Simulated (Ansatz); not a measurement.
An Ansatz (a quantum-chemistry and plane-wave program) run: BeO with a change (biaxial strain −0.37 %, plane normal [001], relaxed out of plane); r2SCAN (Ansatz), spin-orbit coupling left out.

Input:

Ansatz 0.2 input:
```yaml
crystal:
  lattice:
    - [2.6805326882, 0, 0]
    - [1.3402663441, 2.3214094037, 0]
    - [0, 0, 4.3779666582]
  atoms:
    - { symbol: Be, position: [0.6666666667, 0.6666666667, 0.0014488758] }
    - { symbol: Be, position: [0.3333333333, 0.3333333333, 0.5014488758] }
    - { symbol: O, position: [0.6666666667, 0.6666666667, 0.6237511242] }
    - { symbol: O, position: [0.3333333333, 0.3333333333, 0.1237511242] }
basis: { ecutwfc: 500, ecutrho_ratio: 4, xc_grid: 4, fft_grid_basis: typed }
kpoints: { mp_grid: { grid: [14, 14, 8] } }
hamiltonian:
  xc: r2scan
  dispersion: none
  pseudopotentials: { kind: paw }
scf: { occupations: { method: fermi_dirac, width: 0.05 } }
relax: { f_tol: 0.005, max_steps: 50, cell: { stress_tol: 0.01, fix: [a, b, gamma] } }
output: { forces: true, stress: true }
checkpoint: { write: state.ck, write_every: 1000 }
```

Output (explanatory and most iteration lines left out):

```
Relaxation: its limit of steps is 50 (relax.max_steps)
Pseudopotential: Be, paw, valence charge 2
Pseudopotential: O, paw, valence charge 6
Crystal: 4 atoms, lattice volume = 27.242 Å³
Basis set: ecut = 500 eV, 699 PW (Γ), exchange–correlation on 80×80×128 points (64 copies of the dense FFT grid, shifted against one another)
Bands: 12, of which v1, the nominal top of the filled ones, is band 8 counted from 1 (7 counted from 0)
Symmetry: 12 space group operations
Space group: P63mc (ITA 186), of the structure as read, at distance tolerance 3.0e-5 Å
k-points: 120 of 1568 (time reversal used)
Functional: x = r2scan, c = r2scan; τ floored in thin density (d = 2e-4 eV/Å³)
SCF iter   1: F=—  HF=-1330.276491 eV  |F-HF|=—  |Δ(HF+E_count)|=         —  Δρ=8.83e-3  dr2=1.90e-2  dr2_τ=2.68e-1  ethr=1.77e-3  ⟨swp⟩=5.8  Hψ=9035  notcnv=0
SCF iter   2: F=—  HF=-1330.549678 eV  |F-HF|=—  |Δ(HF+E_count)|=   2.73e-1  Δρ=5.27e-3  dr2=3.06e-3  dr2_τ=5.45e-4  ethr=1.19e-4  ⟨swp⟩=3.0  Hψ=4182  notcnv=0
SCF 1 converged in 7 iterations: F = -1330.550206 eV  dr2 = 6.71e-9
relax step   1: F+E_penalty+E_count = -1330.55020569 eV  Δ(F+E_penalty+E_count) = +0.000e0 eV  max|allowed force component| = 2.350e-2 eV/Å  Δτ_max = 0.0000 Å  P = +1.278 GPa  Ω = 27.242 Å³  fix = [a, b, gamma]  reactions: a +2.109, b +2.109 GPa  (7 SCF iters, dr2 threshold 1.00e-7 eV, accepted)
[... steps on the carried basis left out ...]
relax step   4: F+E_penalty+E_count = -1330.55028105 eV  Δ(F+E_penalty+E_count) = +2.429e-7 eV  max|allowed force component| = 2.214e-4 eV/Å  Δτ_max = 0.0001 Å  P = +1.402 GPa  Ω = 27.227 Å³  energy of the carried Pulay correction = +7.464e-6 eV  fix = [a, b, gamma]  reactions: a +2.100, b +2.100 GPa  (3 SCF iters, dr2 threshold 3.30e-9 eV, accepted)
Crystal: 4 atoms, lattice volume = 27.227 Å³
SCF iter   1: F=—  HF=-1330.550272 eV  |F-HF|=—  |Δ(HF+E_count)|=         —  Δρ=6.29e-6  dr2=3.55e-9  dr2_τ=1.32e-9  ethr=5.61e-8  ⟨swp⟩=3.0  Hψ=13142  notcnv=0
SCF iter   2: F=—  HF=-1330.550272 eV  |F-HF|=—  |Δ(HF+E_count)|=   7.35e-7  Δρ=3.24e-6  dr2=7.72e-10  dr2_τ=1.93e-10  ethr=2.22e-11  ⟨swp⟩=2.3  Hψ=2336  notcnv=0
SCF 5 converged in 4 iterations: F = -1330.550272 eV  dr2 = 1.05e-12
SCF converged after 4 iterations
Free energy (F): -1330.550272 eV
Internal energy: -1330.550272 eV  (E = F + TS)
E sigma→0 (E₀):  -1330.550272 eV
Fermi energy:    10.040420 eV
--- Forces (eV/Å), atoms counted from 1 ---
  atom   1  Be     0.00000000    -0.00000000    -0.00022562
  atom   2  Be     0.00000000     0.00000000    -0.00022562
  atom   3  O      0.00000000     0.00000000     0.00025418
  atom   4  O     -0.00000000    -0.00000000     0.00025418
--- Stress (GPa, compression-positive) ---
        2.100127       0.000000      -0.000000
        0.000000       2.100127       0.000000
       -0.000000       0.000000       0.008129
  P = ⅓ Tr σ = 1.4028 GPa (14.028 kbar)
--- Relaxed structure (4 steps of the walk, 4 accepted, 1 SCFs on fresh bases) ---
  cell:  # Å, volume = 27.2265 Å³
    - [2.6805326882255236, 6.89223377187723e-101, 1.57274362504275e-34]
    - [1.3402663441127618, 2.321409403677896, 2.7675149876879927e-34]
    - [2.5686756899397546e-34, 3.7362555490032802e-34, 4.375419661847953]
  atoms:
    - { symbol: Be, position: [0.6666666666666667, 0.6666666666666666, 0.0012133976772161542] }
    - { symbol: Be, position: [0.33333333333333337, 0.3333333333333333, 0.5012133976772162] }
    - { symbol: O, position: [0.6666666666666667, 0.6666666666666666, 0.6239866023227839] }
    - { symbol: O, position: [0.33333333333333337, 0.3333333333333333, 0.12398660232278386] }
```

Whether these cells are dynamically stable was not tested. The cell was made from BeO in the wurtzite structure (space group P6_3mc, No. 186) by this change: biaxial strain −0.37 %, plane normal [001], relaxed out of plane.
